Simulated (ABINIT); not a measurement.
Runs of ABINIT 10.8.3 (patched build) on As. The structure is trigonal, space group R-3m (No. 166). Conventional cell: a = 3.762 Å, b = 3.762 Å, c = 10.542 Å, α = 90.00°, β = 90.00°, γ = 120.00°. Around As (site symmetry 3m) lie 3 As at 2.51 Å. 

```tsv
level	gap on the mesh (eV)	pressure (GPa)	largest force (eV/Å)
PBE	none	(b)	0.45
SCAN	none	0.8	0.14
RPBE	none	(a)	0.49
AM05	none	0.4	0.34
revPBE	none	5.0	0.48
```

Alike in all rows: task band structure; potentials or basis JTH PAW PBE v2.0; no spin polarisation; cell as given; k mesh 9 × 9 × 9; cutoff (eV) 490; smearing fermi-dirac 0.05 eV.

Estimate the missing entries.

(a) 5.5; (b) 3.8.

Caveats: the PAW data sets were made with another functional, which shifts forces and pressure a little (some runs).

A k mesh can miss the band edges, and the runs leave out spin-orbit coupling on As.

A gap of «none» marks a metal or a gap under the smearing width.
